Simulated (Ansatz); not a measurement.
Sn: energy less free atoms and pressure against volume per atom

Periodic Kohn-Sham DFT of a crystal at fixed atoms; pressure and stress are positive in compression; the energy is the free energy less that of spherical unpolarised free atoms; site moments are those in the method's own spheres, positive along +z. The results are calculated, by Ansatz 0.2.0.

Cell of the first row (space group Im-3m, No. 229):
```
Sn
1.0
     -1.8648     1.8648     1.8648
      1.8648    -1.8648     1.8648
      1.8648     1.8648    -1.8648
Sn
1
Direct
  0.00000 0.00000 0.00000
```

Settings of every row: method all-electron LAPW; functional PBE; relativity scalar; k mesh 15x15x15; filling fermi-dirac; smearing width 0.03 eV; basis error target 1 meV/atom; nucleus gaussian.

Atom start moment: 0 on all atoms.

Limits: the cell comes from a prototype or a list of computed structures and needn't be the stable phase.

| row | volume per atom (Å³) | energy less free atoms (eV/atom) | pressure (GPa) |
| --- | --- | --- | --- |
| 1 | 25.941 | -3.7344 | 3.22 |
| 2 | 26.755 | -3.7461 | 1.463 |
| 3 | 27.582 | ? | ? |
| 4 | 28.41 | -3.7467 | -1.21 |
| 5 | 29.237 | -3.7376 | -2.295 |

Question: what energy less free atoms and pressure should row 3 give?

Worked fit of energy less free atoms. Take u = (V_r/V)^(2/3) − 1 with V_r = 27.582 Å³ an atom, which is twice the finite (Eulerian) strain; such expansions in the strain, on which the Birch-Murnaghan equation of state is built, carry the rest volume and the bulk modulus. The shown rows have u = 0.04174, 0.0205, -0.01953, -0.0381. Least squares give energy less free atoms = −3.74989 + 0.0081 × u + 8.688 × u² eV/atom; a straight line predicts inner rows, each left out in turn, worse (root mean square 0.008 against 7.6e-05 eV/atom). All shown rows lie on it to the printed digit. Its lowest point lies at u = -0.0005, or V = 27.6 Å³ an atom, and the curvature there gives the bulk modulus at fixed shape and fractions, B = (4/9)(1 + u)² E″(u)/V = 44.8 GPa. The withheld row has u = 0, so the fit gives −3.74989 + 0.0081 × (0) + 8.688 × (0)² = -3.7499 eV/atom.

The calculation gave -3.7498 eV/atom. The fit lies 0.0001 eV/atom (0.65 % of the column's range) below it, one unit of the last digit.

Worked fit of pressure. Take u = (V_r/V)^(2/3) − 1 with V_r = 27.582 Å³ an atom, which is twice the finite (Eulerian) strain; such expansions in the strain, on which the Birch-Murnaghan equation of state is built, carry the rest volume and the bulk modulus. The shown rows have u = 0.04174, 0.0205, -0.01953, -0.0381. Least squares give pressure = 0.0092 + 67.97 × u + 207.15 × u² GPa; a straight line predicts inner rows, each left out in turn, worse (root mean square 0.2 against 0.07 GPa). The rows lie off it by 0.013, -0.027, 0.029, -0.015 (root mean square 0.022 GPa). The pressure vanishes at u = -0.0001, or V = 27.59 Å³ an atom, and there the bulk modulus at fixed shape and fractions is B = −V dP/dV = (2/3)(1 + u) dP/du = 45.3 GPa. The withheld row has u = 0, so the fit gives 0.0092 + 67.97 × (0) + 207.15 × (0)² = 0.009 GPa.

The calculation gave 0.023 GPa. The fit lies 0.014 GPa (61 % of the value, 0.25 % of the column's range) below it; its largest miss of a shown row is 0.029 GPa.
